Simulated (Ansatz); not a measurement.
ZnO (rocksalt) under strain

ZnO built on the rocksalt prototype, relaxed with r2SCAN in Ansatz. The symmetry is Fm-3m (No. 225, cubic); conventional cell a = 4.268 Å, 9.72 Å³ an atom. Zn is surrounded by 6 O at 2.13 Å; O is surrounded by 6 Zn at 2.13 Å.

The axes x, y and z are those of this cell:
```xyz
2
Lattice="0.0000 2.1338 2.1338 2.1338 0.0000 2.1338 2.1338 2.1338 0.0000" Properties=species:S:1:pos:R:3 pbc="T T T"
Zn    0.0000    0.0000    0.0000
O     2.1338    2.1338    2.1338
```

Unstrained: The PBE gap is indirect, 0.950 eV (L to Γ), below the direct gap of 2.350 eV at Γ. With r2SCAN the valence top lies at L and the conduction bottom at Γ, 1.567 eV higher; the smallest vertical gap, at Γ, is 3.005 eV. The HSE06 gap is indirect, 2.739 eV (L to Γ), below the direct gap of 3.959 eV at Γ. Meshes: PBE 10×10×10, r2SCAN 10×10×10, HSE06 8×8×8. Strains are changes of length per length. After each strain the atoms were relaxed again with r2SCAN within the symmetry that the strain leaves, so tilts or polar shifts that break it weren't tested; points keep the names that they have in the unstrained zone. All values are calculated for a non-magnetic cell, which may be hypothetical.

Changes of the least gap in eV (an overlap counts as a negative gap):
```csv
strain,volume change (%),space group,PBE,r2SCAN,HSE06,"energy rise, r2SCAN (meV/atom)"
isotropic -5.23 % on every length,-14.9,Fm-3m,+0.835,+0.879,+1.032,173.0
"epitaxial -2.92 % in the plane normal to [111], free normal strain +2.38 %",-3.5,R-3m,+0.095,+0.103,+0.116,18.8
"epitaxial -3.57 % in the xy plane, free normal strain +4.91 %",-2.4,I4/mmm,-0.098,-0.111,-0.077,21.7
```

Isotropic -5.23 % on every length. HSE06: the gap goes from 2.739 to 3.771 eV (+1.032 eV). Stress change with r2SCAN, compression positive: xx +44.37, yy +44.37, zz +44.37 GPa. For HSE06, dE_g/d ln V = -6.4 eV over this step.

Epitaxial -2.92 % in the plane normal to [111], free normal strain +2.38 %. HSE06: the gap goes from 2.739 to 2.855 eV (+0.116 eV). Stress change with r2SCAN, compression positive: xx +7.30, yy +7.30, zz +7.30, xy -3.65, xz -3.65, yz -3.65 GPa.

Epitaxial -3.57 % in the xy plane, free normal strain +4.91 %. HSE06: the gap goes from 2.739 to 2.662 eV (-0.077 eV). Stress change with r2SCAN, compression positive: xx +10.96, yy +10.96, zz +0.01 GPa.

The meshes of the hybrids are coarse, so their gaps aren't converged to the digits shown.
